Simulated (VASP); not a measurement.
**A VASP 6.6.1 single-point calculation on PbO**

INCAR

```
METAGGA = M06L
EDIFF = 1E-7
ISMEAR = -1
NBANDS = 17
NELM = 120
PREC = Accurate
IBRION = -1
ENCUT = 520
LCHARG = .FALSE.
LWAVE = .FALSE.
SIGMA = 0.02
LASPH = .TRUE.
LREAL = .FALSE.
NSW = 0
ISIF = 2
```

KPOINTS

```
KPOINTS created by Atomic Simulation Environment
0
Monkhorst-Pack
8 8 8
0 0 0
```

POSCAR

```
Pb O
 1.0000000000000000
     3.2385079609999998    0.0000000000000000    0.0000000000000000
     0.0000000000000000    3.2385079609999998    0.0000000000000000
     0.0000000000000000    0.0000000000000000    3.2385079609999998
 Pb  O
   1   1
Cartesian
  0.0000000000000000  0.0000000000000000  0.0000000000000000
  1.6192539804999999  1.6192539804999999  1.6192539804999999
```

The recommended PBE PAW datasets give the neutral cell 20 valence electrons.

Command

```
mpirun -np 1 vasp_std
```

OSZICAR

```
N       E                     dE             d eps       ncg     rms          rms(c)
DAV:   1    -0.872124104846E+13   -0.87212E+13   -0.83835E+13  1168   0.479E+11
DAV:   2    -0.115664359027E+14   -0.28452E+13   -0.27772E+13  1015   0.274E+12
DAV:   3    -0.116836577748E+14   -0.11722E+12   -0.11446E+12  1308   0.390E+11
DAV:   4    -0.116957525450E+14   -0.12095E+11   -0.11327E+11  1192   0.796E+10
DAV:   5    -0.116976827541E+14   -0.19302E+10   -0.18319E+10  1222   0.255E+10    0.161E+02
DAV:   6     0.360232385152E+03    0.11698E+14   -0.71366E+04  1286   0.120E+03    0.872E+01
DAV:   7    -0.370709314013E+03   -0.73094E+03   -0.77002E+03   981   0.552E+02    0.259E+01
DAV:   8    -0.923566213555E+02    0.27835E+03   -0.88741E+03   714   0.571E+02    0.457E+01
DAV:   9    -0.211223567235E+06   -0.21113E+06   -0.19820E+06  1163   0.265E+03    0.136E+02
DAV:  10     0.408480898911E+03    0.21163E+06   -0.45338E+04   888   0.165E+03    0.615E+01
...
DAV: 112     0.319107124980E+03    0.45441E+05   -0.45795E+04  1035   0.162E+03    0.696E+01
DAV: 113    -0.102090910042E+03   -0.42120E+03   -0.41429E+03   859   0.717E+02    0.610E+01
DAV: 114    -0.416048191843E+05   -0.41503E+05   -0.39611E+05  1270   0.110E+03    0.120E+02
DAV: 115     0.265745894550E+03    0.41871E+05   -0.46763E+04   910   0.157E+03    0.799E+01
DAV: 116    -0.254411283380E+05   -0.25707E+05   -0.25163E+05  1336   0.977E+02    0.105E+02
DAV: 117     0.178424374569E+03    0.25620E+05   -0.49188E+04  1022   0.141E+03    0.740E+01
DAV: 118    -0.430394282465E+05   -0.43218E+05   -0.42723E+05  1193   0.119E+03    0.106E+02
DAV: 119     0.283965812928E+03    0.43323E+05   -0.45852E+04   992   0.160E+03    0.744E+01
DAV: 120    -0.136332595358E+03   -0.42030E+03   -0.45755E+03   861   0.749E+02
   1 F= -.13633260E+03 E0= -.13633198E+03  d E =-.123690E-02
```

Standard output (part)

```
POSCAR found type information on POSCAR PbO
 POSCAR found :  2 types and       2 ions
 LDA part: xc-table for (None), standard interpolation
 POSCAR, INCAR and KPOINTS ok, starting setup
 WAVECAR not read
 entering main loop
 the old and the new charge density differ
    0.161E+02
 the old and the new charge density differ
    0.872E+01
|     The electronic self-consistency was not achieved in the given           |
|     number of steps (NELM). The forces and other quantities evaluated       |
|     might not be reliable so examine the results carefully. If you find     |
|     spurious results, we suggest increasing NELM, if you were close to      |
|     convergence or switching to a different ALGO or adjusting the           |
|     density mixing parameters otherwise.                                    |
```

It didn't converge.

The run took about 2.2 min on one core of a shared host (Intel Xeon 6975P-C) and held 0.15 GiB at most.
